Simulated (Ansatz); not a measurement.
# TiAl in Ansatz: the effect of functional

The system is TiAl.

```
CELL_PARAMETERS angstrom
2.92350 0.00000 0.00000
-1.46175 2.53182 0.00000
0.00000 0.00000 4.76983
ATOMIC_POSITIONS crystal
Ti 0.00000 0.00000 0.00000
Al 0.33333 0.66667 0.50000
```

The cell comes from a database or a generator and needn't be the stable form of this composition.

The cell isn't the ideal one: volume scaled by 1.06.

Alike in all runs:

- Program: Ansatz 0.2.0
- Task: single point
- Potentials or basis: Ansatz PAW
- k mesh: 11 × 11 × 6
- Occupations: fermi-dirac, width 0.05 eV
- Spin: no spin polarisation

```csv
functional,cutoff,pressure (GPa)
LDA,420 eV (not typed: the program's choice for these potentials),-10.9
PBEsol,420 eV (not typed: the program's choice for these potentials),-8.1
r2SCAN,500 eV (not typed: the program's choice for these potentials),?
```

Task: What does the run with functional r2SCAN give?

Result: Pressure -6.8 GPa.

Caveats: the PAW data sets come from PBE, with cores solved anew for the run's functional, which leaves a small shift of forces and pressure.

Runs at the PBE level aren't shown here.
